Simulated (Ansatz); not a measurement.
## Al: one atom moved along a line

Method: Ansatz 0.2.0, DFT PBEsol, scalar-relativistic, plane waves, PAW. Settings: plane waves to 420 eV, k-mesh 14×14×14 (Γ-centred), Gaussian smearing 0.15 eV. No spin polarisation. Energies are free energies at this smearing, counted from the undisturbed cell; pressure is positive in compression.

Zero of the scan (relaxed at this level; this bcc form isn't the usual structure):

```yaml
crystal:
  lattice:
    - [3.21288, -3.21288, -3.21288]
    - [-3.21288, 3.21288, -3.21288]
    - [3.21288, 3.21288, 3.21288]
  atoms:
    - { symbol: Al, position: [0.50000, 0.50000, 0.00000] }
    - { symbol: Al, position: [0.50000, 0.00000, 0.00000] }
    - { symbol: Al, position: [0.00000, 0.50000, 0.00000] }
    - { symbol: Al, position: [0.00000, 0.00000, 0.00000] }
    - { symbol: Al, position: [0.50000, 0.50000, 0.50000] }
    - { symbol: Al, position: [0.50000, 0.00000, 0.50000] }
    - { symbol: Al, position: [0.00000, 0.50000, 0.50000] }
    - { symbol: Al, position: [0.00000, 0.00000, 0.50000] }
```

Atom 1 (Al) is moved by x along the Cartesian unit vector (1.000, 0.000, 0.000); the cell and all other atoms stay fixed. The cell is metallic on the mesh throughout.

```tsv
x (Å)	ΔE (meV/cell)	force along x on the moved atoms (eV/Å)	pressure (GPa)
-0.4500	436.9	1.98	1.7
-0.2700	155.4	1.16	0.6
-0.0900	17.2	0.38	0.0
0.0000	0.0	0.00	0.0
0.1800	68.8	?	?
0.3150	212.0	-1.36	0.8
0.3600	277.6	-1.56	1.1
0.4050	352.5	?	?
```

By symmetry 0.4500 repeats -0.4500, -0.3600 repeats 0.3600, 0.2700 repeats -0.2700, -0.1800 repeats 0.1800, 0.0900 repeats -0.0900 in energy, with the opposite slope along the path.

Give the withheld values.

force along x on the moved atoms (eV/Å) at x (Å) = 0.1800: -0.77; pressure (GPa) at x (Å) = 0.1800: 0.2; force along x on the moved atoms (eV/Å) at x (Å) = 0.4050: -1.77; pressure (GPa) at x (Å) = 0.4050: 1.4.